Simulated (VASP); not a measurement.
Method: PBEsol GGA, VASP's PBE PAW potentials (set 64) (plane waves; VASP).

The input files of a VASP run:

### POSCAR
```
LiI
1.0
  0.0000000000   2.9513818605   2.9513818605
  2.9513818605   0.0000000000   2.9513818605
  2.9513818605   2.9513818605   0.0000000000
Li I
1 1
Direct
  0.0000000000   0.0000000000   0.0000000000
  0.5000000000   0.5000000000   0.5000000000
```

**INCAR**
```
ALGO = Normal
CSHIFT = 0.1
EDIFF = 1E-7
ENCUT = 520
GGA = PS
ISMEAR = 0
LASPH = .TRUE.
LCHARG = .FALSE.
LMAXMIX = 4
LOPTICS = .TRUE.
LREAL = .FALSE.
LWAVE = .FALSE.
NBANDS = 27
NEDOS = 1001
NELM = 100
PREC = Accurate
SIGMA = 0.01
SYSTEM = LiI
```

File KPOINTS:
```
Automatic
0
Gamma
10 10 10
0 0 0
```

POTCAR, in this order: Li_sv I (PBE.64 set). Program: vasp_std.

What VASP printed:

OUTCAR:
```
 ion  position               nearest neighbor table
   1  0.000  0.000  0.000-   2 2.95   2 2.95   2 2.95   2 2.95   2 2.95   2 2.95
   2  0.500  0.500  0.500-   1 2.95   1 2.95   1 2.95   1 2.95   1 2.95   1 2.95
  LATTYP: Found a face centered cubic cell.
 ALAT       =     5.9027637210
 Subroutine PRICEL returns:
 Original cell was already a primitive cell.
 Subroutine GETGRP returns: Found 48 space group operations
The static configuration has the point symmetry O_h .
The dynamic configuration has the point symmetry O_h .
 Subroutine INISYM returns: Found 48 space group operations
 Subroutine IBZKPT returns following result:
 Found     47 irreducible k-points:

 Following reciprocal coordinates:
            Coordinates               Weight
  0.000000  0.000000  0.000000      1.000000
  0.100000  0.000000  0.000000      8.000000
  0.200000  0.000000  0.000000      8.000000
  0.300000  0.000000  0.000000      8.000000
  0.400000  0.000000  0.000000      8.000000
  0.500000  0.000000  0.000000      4.000000
  0.100000  0.100000  0.000000      6.000000
  0.200000  0.100000  0.000000     24.000000
  0.300000  0.100000  0.000000     24.000000
...
```

OSZICAR:
```
       N       E                     dE             d eps       ncg     rms          rms(c)
DAV:   1     0.374015554248E+02    0.37402E+02   -0.30959E+03  2538   0.323E+02
DAV:   2    -0.398959043929E+01   -0.41391E+02   -0.39185E+02  3181   0.768E+01
DAV:   3    -0.611321012858E+01   -0.21236E+01   -0.21064E+01  3422   0.157E+01
DAV:   4    -0.616803426607E+01   -0.54824E-01   -0.54776E-01  3269   0.240E+00
DAV:   5    -0.616898176220E+01   -0.94750E-03   -0.94745E-03  3327   0.305E-01    0.218E+00
DAV:   6    -0.615661225142E+01    0.12370E-01   -0.91089E-03  3461   0.265E-01    0.135E+00
DAV:   7    -0.615679041095E+01   -0.17816E-03   -0.12044E-02  3751   0.317E-01    0.258E-01
DAV:   8    -0.615699616031E+01   -0.20575E-03   -0.13631E-03  3054   0.125E-01    0.437E-02
DAV:   9    -0.615699152308E+01    0.46372E-05   -0.40989E-05  3299   0.220E-02    0.188E-02
DAV:  10    -0.615699402109E+01   -0.24980E-05   -0.47534E-06  3211   0.704E-03    0.699E-03
DAV:  11    -0.615699356386E+01    0.45724E-06   -0.36001E-07  3225   0.219E-03    0.233E-03
DAV:  12    -0.615699326060E+01    0.30326E-06   -0.31666E-08  2898   0.598E-04    0.923E-04
DAV:  13    -0.615699327623E+01   -0.15625E-07   -0.23723E-09  1644   0.169E-04
   1 F= -.61569933E+01 E0= -.61569933E+01  d E =-.117416E-58
 imaginary and real dielectric function
```

OUTCAR:
```
------------------------ aborting loop because EDIFF is reached ----------------------------------------
  FORCE on cell =-STRESS in cart. coord.  units (eV):
  Direction    XX          YY          ZZ          XY          YZ          ZX
  --------------------------------------------------------------------------------------
  Total       -0.0004095     -0.0004095     -0.0004095      0.0000000      0.0000000     -0.0000000
  in kB       -0.0127587     -0.0127587     -0.0127587      0.0000000      0.0000000     -0.0000000
  external PRESSURE =      -0.0127587 kB  Pullay stress =       0.0000000 kB
  volume of cell :       51.42
      direct lattice vectors                 reciprocal lattice vectors
     0.000000000  2.951381861  2.951381861    -0.169412168  0.169412168  0.169412168
     2.951381861  0.000000000  2.951381861     0.169412168 -0.169412168  0.169412168
     2.951381861  2.951381861  0.000000000     0.169412168  0.169412168 -0.169412168
 POSITION                                       TOTAL-FORCE (eV/Angst)
 -----------------------------------------------------------------------------------
      0.00000      0.00000      0.00000         0.000000     -0.000000     -0.000000
      2.95138      2.95138      2.95138        -0.000000      0.000000      0.000000
 -----------------------------------------------------------------------------------
    total drift:                                0.000000     -0.000000      0.000000
  FREE ENERGIE OF THE ION-ELECTRON SYSTEM (eV)
  ---------------------------------------------------
  free  energy   TOTEN  =        -6.1569932762 eV

  energy  without entropy=       -6.1569932762  energy(sigma->0) =       -6.15699328

 plasma frequency squared (from intraband transitions) (eV^2)
  --------------------------------------------------------------------------------------
       0.000       0.000      -0.000
       0.000       0.000       0.000
      -0.000       0.000       0.000

 plasma frequency squared (from interband transitions, int dw w eps(2)(w)) (eV^2)
  --------------------------------------------------------------------------------------
     238.535       0.000       0.000      -0.000       0.000      -0.000
       0.000       0.000     238.535       0.000      -0.000      -0.000
       0.000       0.000      -0.000       0.000     238.535       0.000
```
(Selected blocks of OUTCAR.)

OUTCAR:
```
 val. band max:        2.5253537784   @ k =  -0.1000   0.1000   0.0000

 cond. band min:       6.8387387673   @ k =   0.5000   0.5000   0.0000


 Fermi energy:         2.6376442880

 k-point     1 :       0.0000    0.0000    0.0000
  band No.  band energies     occupation
      1     -42.0729      2.00000
      2      -9.3833      2.00000
      3       2.5129      2.00000
      4       2.5129      2.00000
      5       2.5129      2.00000
      6       6.8718      0.00000
      7      10.7068      0.00000
      8      10.7068      0.00000
      9      10.7068      0.00000
     10      12.1592      0.00000
     11      12.1592      0.00000
     12      12.1592      0.00000
     13      13.1497      0.00000
     14      13.2066      0.00000
     15      13.2066      0.00000
     16      20.3326      0.00000
     17      27.1335      0.00000
     18      27.1335      0.00000
     19      27.1335      0.00000
     20      27.6137      0.00000
     21      27.6137      0.00000
     22      27.6137      0.00000
     23      27.8669      0.00000
     24      27.8669      0.00000
     25      27.8669      0.00000
     26      30.1710      0.00000
     27      30.1710      0.00000

 k-point     2 :       0.1000    0.0000    0.0000
  band No.  band energies     occupation
      1     -42.0728      2.00000
      2      -9.3328      2.00000
      3       2.0460      2.00000
      4       2.4796      2.00000
      5       2.4796      2.00000
      6       7.2381      0.00000
      7      10.2983      0.00000
      8      10.7097      0.00000
      9      10.7098      0.00000
     10      11.4920      0.00000
     11      11.4920      0.00000
     12      12.3067      0.00000
     13      14.0133      0.00000
     14      14.3609      0.00000
     15      14.3609      0.00000
     16      20.3333      0.00000
     17      25.1892      0.00000
     18      25.1892      0.00000
     19      25.7831      0.00000
     20      27.2023      0.00000
     21      27.5554      0.00000
...
```

Unless said otherwise, spin-orbit coupling is left out, though it shifts the bands of the heavy elements here.

The compound is LiI in the rock salt structure. It was relaxed first, which changed the volume by -6 %.
